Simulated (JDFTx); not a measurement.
# Cr (Im-3m) in JDFTx: reference runs

Reference runs on Cr: the cell as given and a disturbed copy.

Program: JDFTx 1.7.0 (patched build). These are calculated values, not measurements. Logs are shortened: lines on timing, memory, paths and dates and some standing lists are left out, and cuts for length are marked. The log counts tension as positive stress, the text compression.

## Step 1: Starting point

It takes space group Im-3m (No. 229, cubic). Conventional cell: a = 2.969 Å, b = 2.969 Å, c = 2.969 Å, α = 90.00°, β = 90.00°, γ = 90.00°. Cr (site symmetry m-3m) has 8 Cr at 2.57 Å as nearest neighbours.

## Step 2: Single point, PBE, collinear spin, ferromagnetic start

The input, Cr.in:

```
lattice \
   -2.8052033365     2.8052033365     2.8052033365 \
    2.8052033365    -2.8052033365     2.8052033365 \
    2.8052033365     2.8052033365    -2.8052033365
coords-type Lattice
ion Cr     0.0000000000     0.0000000000     0.0000000000 1

ion-species pseudo/Cr.upf
elec-cutoff 47
elec-ex-corr gga-PBE
kpoint-folding 12 12 12
elec-smearing Fermi 0.0018374661
elec-n-bands 14
spintype z-spin
initial-magnetic-moments Cr 3
elec-initial-magnetization 3 no
electronic-SCF nIterations 100 energyDiffThreshold 1e-09
electronic-minimize nIterations 30 energyDiffThreshold 1e-7
converge-empty-states yes
forces-output-coords Cartesian

dump-name run.$VAR
dump End Ecomponents EigStats BandEigs Kpoints Forces Stress
```

Potentials or basis: PseudoDojo-SR-PBE-0.5-standard.

On the command line:

```
jdftx -c 1 -i Cr.in -o Cr.out
```

Output:

```text
*************** JDFTx 1.7.0 (patched build) ***************

Input parsed successfully to the following command list (including defaults):
[... the input with its defaults ...]

---------- Setting up symmetries ----------

Found 48 point-group symmetries of the bravais lattice
Found 48 space-group symmetries with basis
Applied RMS atom displacement 0 bohrs to make symmetries exact.

---------- Initializing the Grid ----------
R =
[      -2.8052       2.8052       2.8052  ]
[       2.8052      -2.8052       2.8052  ]
[       2.8052       2.8052      -2.8052  ]
unit cell volume = 88.2984
G =
[ -9.41575e-18    1.11992    1.11992  ]
[    1.11992 -9.41575e-18    1.11992  ]
[    1.11992    1.11992 -9.41575e-18  ]
Minimum fftbox size, Smin = [  32  32  32  ]
Chosen fftbox size, S = [  32  32  32  ]

---------- Exchange Correlation functional ----------
Initalized PBE GGA exchange.
Initalized PBE GGA correlation.

---------- Setting up pseudopotentials ----------
Width of ionic core gaussian charges (only for fluid interactions / plotting) set to 0

Reading pseudopotential file 'pseudo/Cr.upf':
  'Cr' pseudopotential, 'PBE' functional
  Generated using ONCVPSP code by D. R. Hamann
  14 valence electrons, 4 orbitals, 6 projectors, 1001 radial grid points, with lMax = 2
    3S    l: 0   occupation:  2.0   eigenvalue: -2.719139
    3P    l: 1   occupation:  6.0   eigenvalue: -1.670009
    3D    l: 2   occupation:  5.0   eigenvalue: -0.107060
    4S    l: 0   occupation:  1.0   eigenvalue: -0.147267
  Core radius for overlap checks: 1.64 bohrs.

Initialized 1 species with 1 total atoms.

Folded 1 k-points by 12x12x12 to 1728 k-points.

---------- Setting up k-points, bands, fillings ----------
Reduced to 72 k-points under symmetry.
Computing the number of bands and number of electrons
Calculating initial fillings.
nElectrons:  14.000000   nBands: 14   nStates: 144

----- Setting up reduced wavefunction bases (one per k-point) -----
average nbasis = 1358.847 , ideal nbasis = 1358.920

---------- Setting up ewald sum ----------
Optimum gaussian width for ewald sums = 1.751508 bohr.
Real space sum over 2197 unit cells with max indices [  6  6  6  ]
Reciprocal space sum over 2197 terms with max indices [  6  6  6  ]

---------- Allocating electronic variables ----------
Initializing wave functions:  linear combination of atomic orbitals
Note: number of bands (14) exceeds available atomic orbitals (10)
Cr (M=3) pseudo-atom majority spin occupations:   s ( 1 1 )  p ( 3 )  d ( 3.5 )
Cr (M=3) pseudo-atom minority spin occupations:   s ( 1 1 )  p ( 3 )  d ( 0.5 )
	FillingsUpdate:  mu: +0.463093779  nElectrons: 14.000000  magneticMoment: [ Abs: 0.94409  Tot: +0.92807 ]
LCAOMinimize: Iter:   0  F: -86.2481548757096306  |grad|_K:  4.513e-03  alpha:  1.000e+00
	FillingsUpdate:  mu: +0.610432179  nElectrons: 14.000000  magneticMoment: [ Abs: 1.10436  Tot: +1.10435 ]
LCAOMinimize: Iter:   1  F: -86.3859943905877969  |grad|_K:  7.665e-04  alpha:  3.920e-01  linmin: -3.534e-02  cgtest:  3.868e-01
LCAOMinimize: Encountered beta<0, resetting CG.
[... 13 lines of inner loops ...]
LCAOMinimize: Iter:   7  F: -86.4000069450899133  |grad|_K:  5.833e-07  alpha:  1.163e+00  linmin: -1.356e-03  cgtest:  1.306e-01
	FillingsUpdate:  mu: +0.620920762  nElectrons: 14.000000  magneticMoment: [ Abs: 0.00543  Tot: +0.00543 ]
LCAOMinimize: Iter:   8  F: -86.4000069477585981  |grad|_K:  2.342e-07  alpha:  5.551e-01  linmin:  1.868e-07  cgtest: -5.321e-03
LCAOMinimize: Converged (|Delta F|<1.000000e-06 for 2 iters).

-------- Electronic minimization -----------
Will mix electronic density at each iteration.
	FillingsUpdate:  mu: +0.620920762  nElectrons: 14.000000  magneticMoment: [ Abs: 0.00543  Tot: +0.00543 ]
	FillingsUpdate:  mu: +0.618366953  nElectrons: 14.000000  magneticMoment: [ Abs: 0.00543  Tot: +0.00543 ]
SCF: Cycle:  0   F: -86.408862336764187   dF: -8.855e-03   |Residual|: 4.517e-02   |deigs|: 5.099e-01
	FillingsUpdate:  mu: +0.624379362  nElectrons: 14.000000  magneticMoment: [ Abs: 0.00106  Tot: +0.00083 ]
SCF: Cycle:  1   F: -86.409705034526567   dF: -8.427e-04   |Residual|: 1.524e-02   |deigs|: 1.593e-02
	FillingsUpdate:  mu: +0.622423232  nElectrons: 14.000000  magneticMoment: [ Abs: 0.00025  Tot: +0.00008 ]
SCF: Cycle:  2   F: -86.409777331766804   dF: -7.230e-05   |Residual|: 7.558e-03   |deigs|: 3.895e-03
	FillingsUpdate:  mu: +0.622458840  nElectrons: 14.000000  magneticMoment: [ Abs: 0.00020  Tot: -0.00017 ]
SCF: Cycle:  3   F: -86.409782627088532   dF: -5.295e-06   |Residual|: 8.216e-04   |deigs|: 1.354e-03
	FillingsUpdate:  mu: +0.622320704  nElectrons: 14.000000  magneticMoment: [ Abs: 0.00017  Tot: +0.00016 ]
SCF: Cycle:  4   F: -86.409782738970705   dF: -1.119e-07   |Residual|: 6.296e-04   |deigs|: 8.223e-04
	FillingsUpdate:  mu: +0.622393083  nElectrons: 14.000000  magneticMoment: [ Abs: 0.00003  Tot: +0.00001 ]
SCF: Cycle:  5   F: -86.409782991549164   dF: -2.526e-07   |Residual|: 3.803e-05   |deigs|: 5.005e-04
	FillingsUpdate:  mu: +0.622390850  nElectrons: 14.000000  magneticMoment: [ Abs: 0.00001  Tot: -0.00001 ]
SCF: Cycle:  6   F: -86.409782996723877   dF: -5.175e-09   |Residual|: 3.449e-05   |deigs|: 2.866e-04
	FillingsUpdate:  mu: +0.622388470  nElectrons: 14.000000  magneticMoment: [ Abs: 0.00001  Tot: -0.00000 ]
SCF: Cycle:  7   F: -86.409782997606300   dF: -8.824e-10   |Residual|: 6.635e-06   |deigs|: 1.651e-04
	FillingsUpdate:  mu: +0.622387867  nElectrons: 14.000000  magneticMoment: [ Abs: 0.00000  Tot: +0.00000 ]
SCF: Cycle:  8   F: -86.409782997750028   dF: -1.437e-10   |Residual|: 2.046e-06   |deigs|: 1.170e-04
SCF: Converged (|Delta E|<1.000000e-09 for 2 iters).

Setting wave functions to eigenvectors of Hamiltonian
Converging empty states (this may take a while): |deigs|: 4.921e-04

# Stress tensor in Cartesian coordinates [Eh/a0^3]:
[  0.000842959            0            0  ]
[            0  0.000842959            0  ]
[            0            0  0.000842959  ]

# Ionic positions in lattice coordinates:
ion Cr   0.000000000000000   0.000000000000000   0.000000000000000 1

# Forces in Cartesian coordinates:
force Cr   0.000000000000000   0.000000000000000   0.000000000000000 1

# Energy components:
   Eewald =      -63.5684539176450514
       EH =       19.1019909283244509
     Eloc =      -63.3425818057715375
      Enl =       -6.3076869514383915
      Exc =      -13.1266254650623893
 Exc_core =        2.5872373533378736
       KE =       38.2465700211921487
-------------------------------------
     Etot =      -86.4095498370629116
       TS =        0.0002331606871214
-------------------------------------
        F =      -86.4097829977500282

IonicMinimize: Iter:   0  F: -86.409782997750028  |grad|_K:  0.000e+00
IonicMinimize: Converged (|grad|_K<1.000000e-04).

#--- Lowdin population analysis ---
# oxidation-state Cr +0.101
# magnetic-moments Cr +0.000

Dumping 'run.eigStats' ...
	eMin: -2.019026 at state 0 ( [ +0.000000 +0.000000 +0.000000 ] spin 1 )
	HOMO: +0.622277 at state 83 ( [ +0.000000 +0.083333 +0.416667 ] spin -1 )
	mu  : +0.622388
	LUMO: +0.626500 at state 59 ( [ +0.250000 +0.333333 -0.333333 ] spin 1 )
	eMax: +1.872503 at state 129 ( [ +0.250000 +0.250000 +0.250000 ] spin -1 )
	HOMO-LUMO gap: +0.004224
	Optical gap  : +0.012154 at state 59 ( [ +0.250000 +0.333333 -0.333333 ] spin 1 )
Done!
[note: the HOMO, LUMO and gaps printed at the end count levels as full or empty at half filling, so they show a gap where a level is partly filled]
```

Run time: 43 s. Hardware: 1 thread of Intel Xeon Platinum 8488C (Sapphire Rapids), shared host; peak memory 0.13 GiB.

What came out:

```yaml
Free_energy: -2351.3300 eV
Pressure: -24.8 GPa
Band_gap_on_the_k_mesh: none (metal or under the smearing width)
Net_moment: 0.00 μB per cell
Absolute_moment: 0.00 μB per cell
```

Caveat: the starting moments collapsed, and a magnetic state may lie lower; so large a pressure means that the cell lies far from this level's equilibrium, or that cutoff or potentials fall short.

## Step 3: Single point, PBE, collinear spin, ferromagnetic start (cell strained at random at fixed volume)

The input, Cr.in:

```
lattice \
   -2.7979738535     2.9273199376     2.7720827159 \
    2.7829354130    -2.8278258571     2.8019347195 \
    2.6886116233     2.8628462617    -2.7335001776
coords-type Lattice
ion Cr     0.0065450000    -0.0049150000    -0.0232640000 1

ion-species pseudo/Cr.upf
elec-cutoff 47
elec-ex-corr gga-PBE
kpoint-folding 12 12 12
elec-smearing Fermi 0.0018374661
elec-n-bands 14
spintype z-spin
initial-magnetic-moments Cr 3
elec-initial-magnetization 3 no
electronic-SCF nIterations 100 energyDiffThreshold 1e-09
electronic-minimize nIterations 30 energyDiffThreshold 1e-7
converge-empty-states yes
forces-output-coords Cartesian

dump-name run.$VAR
dump End Ecomponents EigStats BandEigs Kpoints Forces Stress ElecDensity Dtot
```

Potentials or basis: PseudoDojo-SR-PBE-0.5-standard.

On the command line:

```
jdftx -c 1 -i Cr.in -o Cr.out
```

Output:

```text
*************** JDFTx 1.7.0 (patched build) ***************

Input parsed successfully to the following command list (including defaults):
[... the input with its defaults ...]

---------- Setting up symmetries ----------

Non-trivial transmission matrix:
[   1   1   0  ]
[   0   1   0  ]
[   0   1   1  ]
with reduced lattice vectors:
[     -2.797974      2.901429      2.772083  ]
[      2.782935      2.757044      2.801935  ]
[      2.688612      2.817958     -2.733500  ]

Found 2 point-group symmetries of the bravais lattice
Found 2 space-group symmetries with basis
Applied RMS atom displacement 0 bohrs to make symmetries exact.

---------- Initializing the Grid ----------
R =
[     -2.79797      2.92732      2.77208  ]
[      2.78294     -2.82783      2.80193  ]
[      2.68861      2.86285      -2.7335  ]
unit cell volume = 88.2985
G =
[ -0.0207531    1.13412    1.14146  ]
[    1.07737  0.0138907    1.10682  ]
[    1.10794    1.13004 -0.0166767  ]
Minimum fftbox size, Smin = [  32  32  32  ]
Chosen fftbox size, S = [  32  32  32  ]

---------- Exchange Correlation functional ----------
Initalized PBE GGA exchange.
Initalized PBE GGA correlation.

---------- Setting up pseudopotentials ----------
Width of ionic core gaussian charges (only for fluid interactions / plotting) set to 0

Reading pseudopotential file 'pseudo/Cr.upf':
  'Cr' pseudopotential, 'PBE' functional
  Generated using ONCVPSP code by D. R. Hamann
  14 valence electrons, 4 orbitals, 6 projectors, 1001 radial grid points, with lMax = 2
    3S    l: 0   occupation:  2.0   eigenvalue: -2.719139
    3P    l: 1   occupation:  6.0   eigenvalue: -1.670009
    3D    l: 2   occupation:  5.0   eigenvalue: -0.107060
    4S    l: 0   occupation:  1.0   eigenvalue: -0.147267
  Core radius for overlap checks: 1.64 bohrs.

Initialized 1 species with 1 total atoms.

Folded 1 k-points by 12x12x12 to 1728 k-points.

---------- Setting up k-points, bands, fillings ----------
Reduced to 868 k-points under symmetry.
Computing the number of bands and number of electrons
Calculating initial fillings.
nElectrons:  14.000000   nBands: 14   nStates: 1736

----- Setting up reduced wavefunction bases (one per k-point) -----
average nbasis = 1359.012 , ideal nbasis = 1358.920

---------- Setting up ewald sum ----------
Optimum gaussian width for ewald sums = 1.752518 bohr.
Real space sum over 2197 unit cells with max indices [  6  6  6  ]
Reciprocal space sum over 2197 terms with max indices [  6  6  6  ]

---------- Allocating electronic variables ----------
Initializing wave functions:  linear combination of atomic orbitals
Note: number of bands (14) exceeds available atomic orbitals (10)
Cr (M=3) pseudo-atom majority spin occupations:   s ( 1 1 )  p ( 3 )  d ( 3.5 )
Cr (M=3) pseudo-atom minority spin occupations:   s ( 1 1 )  p ( 3 )  d ( 0.5 )
	FillingsUpdate:  mu: +0.463088354  nElectrons: 14.000000  magneticMoment: [ Abs: 0.94603  Tot: +0.93152 ]
LCAOMinimize: Iter:   0  F: -86.2483601628848788  |grad|_K:  1.298e-03  alpha:  1.000e+00
	FillingsUpdate:  mu: +0.610232815  nElectrons: 14.000000  magneticMoment: [ Abs: 1.10098  Tot: +1.10090 ]
LCAOMinimize: Iter:   1  F: -86.3858310670407974  |grad|_K:  2.147e-04  alpha:  3.920e-01  linmin: -4.537e-02  cgtest:  4.247e-01
LCAOMinimize: Encountered beta<0, resetting CG.
[... 12 lines of inner loops ...]
LCAOMinimize: Iter:   7  F: -86.3996182666848966  |grad|_K:  4.701e-07  alpha:  8.019e-01  linmin: -6.562e-05  cgtest:  4.762e-03
	FillingsUpdate:  mu: +0.620473121  nElectrons: 14.000000  magneticMoment: [ Abs: 0.00338  Tot: +0.00297 ]
LCAOMinimize: Iter:   8  F: -86.3996183022028532  |grad|_K:  8.417e-08  alpha:  9.446e-01  linmin: -1.069e-04  cgtest:  2.391e-04
LCAOMinimize: Converged (|Delta F|<1.000000e-06 for 2 iters).

-------- Electronic minimization -----------
Will mix electronic density at each iteration.
	FillingsUpdate:  mu: +0.620473121  nElectrons: 14.000000  magneticMoment: [ Abs: 0.00338  Tot: +0.00297 ]
	FillingsUpdate:  mu: +0.618137654  nElectrons: 14.000000  magneticMoment: [ Abs: 0.00338  Tot: +0.00297 ]
SCF: Cycle:  0   F: -86.408502387778739   dF: -8.884e-03   |Residual|: 4.544e-02   |deigs|: 4.968e-01
	FillingsUpdate:  mu: +0.624884888  nElectrons: 14.000000  magneticMoment: [ Abs: 0.00060  Tot: +0.00034 ]
SCF: Cycle:  1   F: -86.409376257507404   dF: -8.739e-04   |Residual|: 1.485e-02   |deigs|: 1.619e-02
	FillingsUpdate:  mu: +0.622900684  nElectrons: 14.000000  magneticMoment: [ Abs: 0.00016  Tot: +0.00006 ]
SCF: Cycle:  2   F: -86.409434325933503   dF: -5.807e-05   |Residual|: 7.212e-03   |deigs|: 3.295e-03
	FillingsUpdate:  mu: +0.622851100  nElectrons: 14.000000  magneticMoment: [ Abs: 0.00010  Tot: -0.00005 ]
SCF: Cycle:  3   F: -86.409438251954057   dF: -3.926e-06   |Residual|: 7.850e-04   |deigs|: 1.042e-03
	FillingsUpdate:  mu: +0.622750488  nElectrons: 14.000000  magneticMoment: [ Abs: 0.00007  Tot: +0.00003 ]
SCF: Cycle:  4   F: -86.409438408669573   dF: -1.567e-07   |Residual|: 4.678e-04   |deigs|: 6.083e-04
	FillingsUpdate:  mu: +0.622810363  nElectrons: 14.000000  magneticMoment: [ Abs: 0.00004  Tot: -0.00000 ]
SCF: Cycle:  5   F: -86.409438512113795   dF: -1.034e-07   |Residual|: 1.215e-04   |deigs|: 4.886e-04
	FillingsUpdate:  mu: +0.622797180  nElectrons: 14.000000  magneticMoment: [ Abs: 0.00001  Tot: -0.00000 ]
SCF: Cycle:  6   F: -86.409438523923200   dF: -1.181e-08   |Residual|: 3.030e-05   |deigs|: 3.254e-04
	FillingsUpdate:  mu: +0.622794296  nElectrons: 14.000000  magneticMoment: [ Abs: 0.00000  Tot: +0.00000 ]
SCF: Cycle:  7   F: -86.409438524565900   dF: -6.427e-10   |Residual|: 9.633e-06   |deigs|: 1.854e-04
	FillingsUpdate:  mu: +0.622795208  nElectrons: 14.000000  magneticMoment: [ Abs: 0.00000  Tot: +0.00000 ]
SCF: Cycle:  8   F: -86.409438524677569   dF: -1.117e-10   |Residual|: 6.022e-06   |deigs|: 3.757e-04
SCF: Converged (|Delta E|<1.000000e-09 for 2 iters).

Setting wave functions to eigenvectors of Hamiltonian
Converging empty states (this may take a while): |deigs|: 6.418e-04

# Stress tensor in Cartesian coordinates [Eh/a0^3]:
[  0.000965248 -9.74165e-06  9.72112e-05  ]
[ -9.74165e-06  0.000790816 -2.95151e-05  ]
[  9.72112e-05 -2.95151e-05  0.000744949  ]

# Ionic positions in lattice coordinates:
ion Cr   0.006545000000000  -0.004915000000000  -0.023264000000000 1

# Forces in Cartesian coordinates:
force Cr   0.000000000000000   0.000000000000000   0.000000000000000 1

# Energy components:
   Eewald =      -63.5520349806773766
       EH =       19.1165410290281272
     Eloc =      -63.3745066635877379
      Enl =       -6.3079573042654697
      Exc =      -13.1269969605983263
 Exc_core =        2.5872355145936461
       KE =       38.2484871223804248
-------------------------------------
     Etot =      -86.4092322431267092
       TS =        0.0002062815508647
-------------------------------------
        F =      -86.4094385246775687

IonicMinimize: Iter:   0  F: -86.409438524677569  |grad|_K:  0.000e+00
IonicMinimize: Converged (|grad|_K<1.000000e-04).

#--- Lowdin population analysis ---
# oxidation-state Cr +0.102
# magnetic-moments Cr +0.000

Dumping 'run.eigStats' ...
	eMin: -2.019189 at state 868 ( [ +0.000000 +0.000000 +0.000000 ] spin -1 )
	HOMO: +0.622686 at state 880 ( [ +0.000000 +0.083333 +0.416667 ] spin -1 )
	mu  : +0.622796
	LUMO: +0.622895 at state 151 ( [ +0.083333 +0.500000 +0.416667 ] spin 1 )
	eMax: +1.840638 at state 1269 ( [ +0.250000 +0.250000 +0.250000 ] spin -1 )
	HOMO-LUMO gap: +0.000208
	Optical gap  : +0.007082 at state 1473 ( [ +0.333333 -0.333333 +0.250000 ] spin -1 )
Done!
```

It took 8.4 min on 1 thread of Intel Xeon Platinum 8488C (Sapphire Rapids), shared host; peak memory 1.2 GiB.

What came out:

* Free energy: -2351.3206 eV
* Pressure: -24.5 GPa
* Band gap on the k mesh: none (metal or under the smearing width)
* Net moment: 0.00 μB per cell
* Absolute moment: 0.00 μB per cell

Stress tensor (GPa, compression positive):
```
-28.40   0.29  -2.86
  0.29 -23.27   0.87
 -2.86   0.87 -21.92
```

Caveat: the starting moments collapsed, and a magnetic state may lie lower.
